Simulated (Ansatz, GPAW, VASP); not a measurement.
**GaSb: 3 runs at one level of theory**

```
Sb Ga
1.0
     0.00000    3.05900    3.05900
     3.05900    0.00000    3.05900
     3.05900    3.05900    0.00000
Sb Ga
1 1
Cartesian
  4.5885 4.5885 4.5885
  0.0000 0.0000 0.0000
```

Alike in all runs: task single point; functional PBE; k mesh 8 × 8 × 8; occupations gaussian, width 0.029 eV; no spin polarisation; no spin-orbit coupling. Pressure is positive in compression and, in plane waves, holds the error of the finite cutoff.

```tsv
program and potentials	plane-wave cutoff (eV)	notes	band gap (eV)	pressure (GPa)
GPAW, GPAW PAW data sets (gpaw-data 1.2.1)	600	-	0.09	2.31
Ansatz, all-electron LAPW, scalar-relativistic	-	-	0.04	2.31
VASP, PBE PAW files Ga_d, Sb, 520 eV	520	-	0.04	2.38
```

The band gap spans 0.04 (VASP, PBE PAW files Ga_d, Sb, 520 eV) to 0.09 eV (GPAW, GPAW PAW data sets (gpaw-data 1.2.1)), with all-electron results at 0.04. The pressure spans 2.31 (Ansatz, all-electron LAPW, scalar-relativistic) to 2.38 GPa (VASP, PBE PAW files Ga_d, Sb, 520 eV), with all-electron results at 2.31. Spin-orbit coupling, left out here, moves the band edges of heavy atoms.

The functional is the same throughout but for its coding, so the spread measures potentials, basis and numerics; runs on potential files found faulty are left out.

All three runs leave GaSb with almost no gap, whereas the real crystal is a direct-gap semiconductor with a much wider one. The likely cause is the semilocal functional, whose Kohn–Sham gap lacks the derivative discontinuity and places the s-like conduction edge too low against the Sb p valence edge. The positive pressure shows that this cell is smaller than PBE prefers, in line with the functional's usual underbinding of such semiconductors. Compression raises the antibonding s-like edge at the zone centre, so relaxation would probably narrow the gap further or close it. Spin-orbit splitting of the Sb p states would also push the valence edge up, probably by more than the gap found here.

Neither PAW run is closer to the all-electron result on both counts: VASP matches its gap and GPAW its pressure. The gap difference, perhaps from the description of the s-like edge near the nuclei, is small in absolute terms but comparable to the gap itself. The agreement therefore supports the numerics, not a near-metallic GaSb.
